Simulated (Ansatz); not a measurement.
Crystal: Sr, diamond type, 2 atoms in the cell.

These are results of PBE, plane waves, PAW datasets (generated soft set 1) in Ansatz 0.2.0 development build, not measurements.

Cutoff 420 eV; k-mesh 20×20×20 Γ-centred; Fermi–Dirac smearing of 0.0612 eV; no spin polarisation.

Q: What equilibrium volume, lattice constant and bulk modulus does this give?

A: V₀ = 111.852 Å³/atom (a₀ = 9.636 Å), B₀ = 2.7 GPa, B₀′ = 2.88. The points behind the fit:

| V (Å³/atom) | a (Å) | E − E(min) (meV/atom) | P (GPa) |
| --- | --- | --- | --- |
| 105.319 | 9.4449 | 3.43 | 0.17 |
| 107.559 | 9.5114 | 1.44 | 0.11 |
| 109.800 | 9.5770 | 0.32 | 0.05 |
| 112.041 | 9.6417 | 0.00 | 0.00 |
| 114.282 | 9.7056 | 0.42 | -0.06 |
| 116.523 | 9.7686 | 1.54 | -0.10 |
| 118.764 | 9.8308 | 3.28 | -0.15 |

The published all-electron PBE values for this crystal (mean of FLEUR and WIEN2k, k-spacing 0.06 Å⁻¹; Bosoni et al., Nat. Rev. Phys. 6, 45 (2024)) are V₀ = 111.891 Å³/atom, B₀ = 2.7 GPa, B₀′ = 2.88.

This cubic structure is a model: it isn't the usual form of the substance at ambient conditions, and such phases are metastable or hypothetical.
